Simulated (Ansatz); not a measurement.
Mg$_{2}$Si (Fm-3m): elasticity against pressure

```
CELL_PARAMETERS angstrom
0.00000 3.16927 3.16927
3.16927 0.00000 3.16927
3.16927 3.16927 0.00000
ATOMIC_POSITIONS crystal
Mg 0.25000 0.25000 0.25000
Mg 0.75000 0.75000 0.75000
Si 0.00000 0.00000 0.00000
```

This is the zero-pressure cell. At each pressure cell and atoms are relaxed in this structure, and the constants are slopes of the stress at strains of ±0.005 with relaxed ions (the coefficients that govern stability under load). Level: r²SCAN, PAW on Ansatz 0.2.0's default frozen-core files (fitted under PBE), scalar-relativistic; k mesh 6×6×6, strains of ±0.005, fixed occupations, cutoff 500 eV. P is the pressure of the relaxed cell, less that of this one.

| P (GPa) | V/V₀ | C11 (GPa) | C12 (GPa) | C44 (GPa) |
| --- | --- | --- | --- | --- |
| 0.00 | 1.0000 | 128.0 | 23.4 | 49.9 |
| 1.01 | 0.9833 | 133.4 | 26.6 | 52.1 |
| 1.98 | 0.9686 | 138.5 | 29.7 | 54.0 |
| 4.02 | 0.9407 | 148.7 | 36.1 | 57.7 |
| 7.00 | 0.9058 | 163.0 | 45.2 | 62.4 |
| 10.02 | ? | ? | ? | ? |
| 15.00 | 0.8347 | 197.8 | 69.2 | 72.2 |

Question: Does the bulk modulus from the constants agree with the pressure-volume curve?

Answer: A third-order Birch-Murnaghan fit to the volumes shown (F against f, f = [(V₀/V)^(2/3) − 1]/2) gives B₀ = 58.3 GPa and B′ = 3.9. Its −V dP/dV stands beside (C11 + 2C12)/3:

```csv
P (GPa),from P(V),from the constants
0.00,58.3,58.3
1.01,62.2,62.2
1.98,65.9,66.0
4.02,73.5,73.6
7.00,84.4,84.5
15.00,112.3,112.1
```

Question: What are the pressure derivatives at zero pressure?

Answer: Slopes at V₀ of quadratic fits in −ln(V/V₀) through the first four rows shown, divided by B₀: dC11/dP = 5.5, dC12/dP = 3.2, dC44/dP = 2.2. The mean slopes up to 2.0 GPa are 5.3, 3.2, 2.1; curvature and scatter of the constants part the two. The combination (dC11/dP + 2 dC12/dP)/3 = 3.9 stands against B′.

Question: Fill the row at 10.02 GPa.

Answer: Cubic fits in −ln(V/V₀) through all rows shown give C11 = 176.6, C12 = 54.4, C44 = 66.5 GPa. Computed: V/V₀ = 0.8758, C11 (GPa) = 176.6, C12 (GPa) = 54.4, C44 (GPa) = 66.5.

Question: Does a shear stiffness soften?

Answer: C44 goes from 49.9 to 72.2 GPa; (C11 − C12)/2 goes from 52.3 to 64.3 GPa. Neither ends more than 3 % under its start, and the lattice stays mechanically stable over this range.

Keep in mind: no other phase was computed; many crystals of this kind change structure within this range, and rows or crossings beyond such a change describe a metastable lattice; frozen-core PAW files fitted under PBE, their cores solved anew for the functional of the run; phonons weren't checked at these pressures.
